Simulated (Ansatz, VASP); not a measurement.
## BaTe in VASP and in Ansatz

File INCAR:

```
PREC = Accurate ; ENCUT = 520
EDIFF = 1E-6 ; ISMEAR = -1
SIGMA = 0.02 ; LREAL = F
LASPH = T ; NELM = 80
ALGO = Normal ; ISIF = 2
LWAVE = F ; LCHARG = F
GGA = PE ; NBANDS = 15
```

KPOINTS

```
Automatic mesh
0
Gamma
  6 6 6
```

The input POSCAR:

```
BaTe
1.0
    0.0000000000      3.6768614560      3.5323868345
    3.6768614560      0.0000000000      3.5323868345
    3.6768614560      3.6768614560      0.0000000000
Ba Te
1 1
Direct
    0.0000000000      0.0000000000      0.0000000000
    0.5000000000      0.5000000000      0.5000000000
```

Input for Ansatz:

```yaml
crystal:
  lattice:
    - [0.0, 3.676861456, 3.5323868345]
    - [3.676861456, 0.0, 3.5323868345]
    - [3.676861456, 3.676861456, 0.0]
  atoms:
    - { symbol: Ba, position: [0.0, 0.0, 0.0] }
    - { symbol: Te, position: [0.5, 0.5, 0.5] }
kpoints:
  mp_grid: { grid: [6, 6, 6] }
  band_path:
    path:
      - [0.0, 0.0, 0.0]
      - [0.5, 0.0, 0.5]
      - [0.625, 0.25, 0.625]
      - [0.375, 0.375, 0.75]
      - [0.5, 0.5, 0.5]
      - [0.5, 0.25, 0.75]
    npoints: 1
hamiltonian:
  xc: pbe
scf:
  occupations: { method: fermi_dirac, width: 0.02 }
  n_extra_bands: 4
output:
  forces: true
  stress: true
  eigenvalues: true
```

Change from the starting cell: biaxial_xy strain +4.1%.

Alike in both runs: task single point; functional PBE; k mesh 6 × 6 × 6; occupations fermi-dirac, width 0.02 eV; no spin polarisation.

```csv
,VASP,Ansatz
version,VASP 6.6.1,Ansatz 0.2.0
potentials or method,"VASP PAW PBE potentials, release 64 (Ba_sv, Te)","plane waves, PAW"
plane-wave cutoff (eV),520,420
valence electrons in the cell,16,26
```

```tsv
	VASP	Ansatz	Ansatz less VASP
gap on the k mesh at the Fermi level (eV)	1.68	1.75	+0.069
pressure (GPa)	-1.6	-1.8	-0.23
largest component of the traceless stress (GPa)	1.15	1.07	-0.080
```

The two sets of potentials don't hold the same shells in valence.

Caveats: spin-orbit coupling is left out, which moves the levels of the heavy elements. A k mesh can miss the band edges.
